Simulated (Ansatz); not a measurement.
# Compressing ZnCu2SnSe4: a fit and a missing row

ZnCu2SnSe4, I-4, a = 5.659 Å, c = 11.312 Å. The structure is a Materials Project entry; whether it is the stable form wasn't checked. Ansatz: PBEsol, PAW, 420 eV, Γ-centred 10×10×10 mesh on 8 atoms, Gaussian smearing 0.10 eV; no spin polarisation. Shape and atoms are relaxed at each volume; pressure is positive in compression.

| V (Å³/atom) | P (GPa) |
| --- | --- |
| 20.607 | ? |
| 21.286 | 4.76 |
| 21.965 | 2.17 |
| 22.645 | 0.00 |
| 23.324 | -1.82 |
| 24.003 | -3.35 |
| 24.909 | -5.01 |

Question: Take V0 = 22.645 Å³/atom, fit the third-order Birch–Murnaghan form to the other rows, and predict the missing pressure.

Answer: With the Eulerian strain f = ½[(V0/V)^(2/3) − 1] and y = P/[3f(1 + 2f)^(5/2)], the form is the line y = B0 + 1.5 B0 (B0′ − 4) f. Rows (f, y): 0.02106, 68.0; 0.01027, 66.9; -0.00975, 65.4; -0.01904, 64.6; -0.03078, 63.6. Means f = -0.005648, y = 65.700; Σ(Δf)² = 0.001794, ΣΔfΔy = 0.1493; the slope is their ratio. y = 66.17 + 83.18 f GPa, so B0 = 66.2 GPa and B0′ = 4 + 2 × (83.18)/(3 × 66.17) = 4.84. At V = 20.607, f = 0.03245, y = 68.87 and P = 7.85 GPa. The run gave 7.85 GPa, the same to the digits shown.